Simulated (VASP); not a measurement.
```
InN
1.0
    3.50482     0.00000     0.00000
   -1.75241     3.03526     0.00000
    0.00000     0.00000     5.65861
In N
2 2
Cartesian
  1.75241   1.01175   2.83202
  0.00000   2.02351   0.00272
  1.75241   1.01175   4.97686
  0.00000   2.02351   2.14756
```

Computed with PBE GGA, VASP's PBE PAW potentials (set 64) (plane waves; VASP). Settings: 400 eV cut-off, 11×11×6 Γ-centred mesh, Gaussian smearing of 0.20 eV, potentials In_d N.

At this cut-off the stress carries a Pulay error, which pulls relaxed volumes low. Unless said otherwise, spin-orbit coupling is left out, though it shifts the bands of the heavy elements here.

Question: Estimate the energy per atom (σ→0), pressure, band gap (on the k-mesh) with the smallest direct gap where there is one.

Answer: 
```
Property                                                     Value
------------------------  ----------------------------------------
band gap (on the k-mesh)  none (metal, semimetal or under 0.01 eV)
energy per atom (σ→0)                               -5.325 eV/atom
pressure                                                  7.15 GPa
```

The absolute energy has meaning only against runs of the same code, potentials and settings.

The structure comes from a computed database's InN entry; how it stands against other phases isn't given here. The cell was not relaxed at this level.
